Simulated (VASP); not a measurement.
Input of a VASP 6.6.1 run:

Contents of INCAR:

```
SYSTEM = WS2
ALGO = Normal ; EDIFF = 1E-7
EDIFFG = -0.002 ; ENCUT = 520
GGA = PS ; IBRION = 2
ISIF = 3 ; ISMEAR = 0
IVDW = 12 ; KPAR = 4
LASPH = .TRUE. ; LCHARG = .FALSE.
LREAL = .FALSE. ; LWAVE = .FALSE.
NELM = 100 ; NSW = 80
PREC = Accurate ; SIGMA = 0.02
```

Contents of KPOINTS:

```
k-points
0
G
  9 9 9
  0 0 0
```

The input POSCAR:

```
WS2                                     
1.0
    1.5605070870      0.9009591914      5.8445164669
   -1.5605070870      0.9009591914      5.8445164669
   -0.0000000000     -1.8019183735      5.8445164669
  W               S             
     1     2
Direct
     0.0006377353748696    0.0006377353748696    0.0006377353749715
     0.2445215930812873    0.2445215930812873    0.2445215930813612
     0.4235406715438372    0.4235406715438372    0.4235406715436614
```

Potentials or basis: VASP PAW PBE potentials, release 64 (W_sv, S).

Launch:

```sh
$ cat potpaw_PBE.64/W_sv/POTCAR potpaw_PBE.64/S/POTCAR > POTCAR
$ mpirun -np 4 vasp_std > vasp.out
```

(1) What does it give for the band gap on the k mesh?

(2) Predict the dispersion energy per atom.

Answers

(1) 0.86 eV, indirect (least direct gap 2.03 eV).

(2) -0.418 eV.

Caveat: spin-orbit coupling is left out, which moves the levels of the heavy elements; an odd mesh through Γ misses points on the zone boundary, where band edges often lie.
